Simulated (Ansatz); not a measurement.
## α-quartz-type GeO2 (metastable phase)

Level of theory: r²SCAN in Ansatz (PAW).

Numerical settings: plane-wave cutoff 560 eV, 12×12×6 k mesh (along the axes of the cell as run), Fermi–Dirac smearing 0.01 eV, scalar-relativistic PAW data made under PBE.

Cell (relaxed at this level):

Space group P3₂21 (No. 154); a = 4.9880 Å, b = 4.9880 Å, c = 5.6746 Å, α = 90.00°, β = 90.00°, γ = 120.00°

```csv
atom,site,symmetry,x,y,z
Ge,3a,.2.,0.5490,0.5490,0.0000
O,6c,1,0.3032,0.3962,0.2435
```

| Property | Value |
|---|---|
| bulk modulus B0 | 40.1 GPa |
| band gap | 4.22 eV (indirect) |
| smallest direct gap on the k points sampled | 4.28 eV |
| pressure derivative B′ of the bulk modulus | 3.6 |

Measured, for comparison: bulk modulus 42 GPa (room temperature, no zero-point or thermal correction, from measured elastic constants; as tabulated in Sevik and Bulutay (2007), arXiv:cond-mat/0610176). Computed (rounded) less measured: bulk modulus -5 %.

Note: the bulk modulus comes from volumes at which shape and atoms were relaxed.

Spin–orbit coupling is not included.

The computed numbers hold no vibrational or temperature effects.

The result took roughly 30 core-minutes.

Ansatz is a quantum-chemistry and plane-wave program.
